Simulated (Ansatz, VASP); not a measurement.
**Two plane-wave programs on LiF**

```
CELL_PARAMETERS angstrom
0.00000 2.18004 2.18004
2.18004 0.00000 2.18004
2.18004 2.18004 0.00000
ATOMIC_POSITIONS crystal
Li 0.25000 0.25000 0.25000
F 0.50000 0.50000 0.50000
```

Alike in both runs: functional PBE; k mesh 8 × 8 × 8; occupations gaussian, width 0.1 eV; no spin polarisation.

Ansatz relaxed the structure, and its values are those at the end. VASP's run is a single point on that final structure, the one shown.

|  | VASP | Ansatz |
| --- | --- | --- |
| version | VASP 6.6.1 | Ansatz 0.2.0 |
| potentials or method | VASP PAW PBE potentials, release 64 (Li_sv, F) | scalar-relativistic, plane waves, PAW |
| plane-wave cutoff (eV) | 520 | 420 |
| valence electrons in the cell | 10 | 10 |

Ansatz gave:

```
gap on the k mesh at the Fermi level (eV) : 7.67
least direct gap on the mesh (eV)         : 7.67
```

Question: What did VASP give for the same quantities?

Answer: gap on the k mesh at the Fermi level (eV): 7.65; least direct gap on the mesh (eV): 7.65.

 PBE gaps usually lie below the measured ones, often by a third to a half. A k mesh can miss the band edges.
